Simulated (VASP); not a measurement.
CdTe:

```
CELL_PARAMETERS angstrom
0.00000 3.24767 3.24767
3.24767 0.00000 3.24767
3.24767 3.24767 0.00000
ATOMIC_POSITIONS crystal
Cd 0.00000 0.00000 0.00000
Te 0.75000 0.75000 0.75000
```

The cell is a database's computed one.

Base run:

| Quantity | Value |
| --- | --- |
| Program | VASP 6.6.1 |
| Functional | PBEsol |
| Potentials or basis | VASP PAW PBE potentials, release 64 (Cd, Te) |
| Cutoff | 520 eV |
| k mesh | 10 × 10 × 10 |
| Occupations | gaussian, width 0.02 eV |
| Spin | no spin polarisation |

Its results: band gap on the k mesh 0.64 eV, direct.

Problem. The run is repeated on the same cell with these changes: functional from PBEsol to r2SCAN. What comes out?

Solution. Band gap on the k mesh 1.25 eV, direct.

r2SCAN gives the wider gap, since meta-GGAs in the generalised Kohn-Sham scheme recover part of the derivative discontinuity.

Caveats: spin-orbit coupling is left out, which moves the levels of the heavy elements.

Not every run made on this cell is shown here.
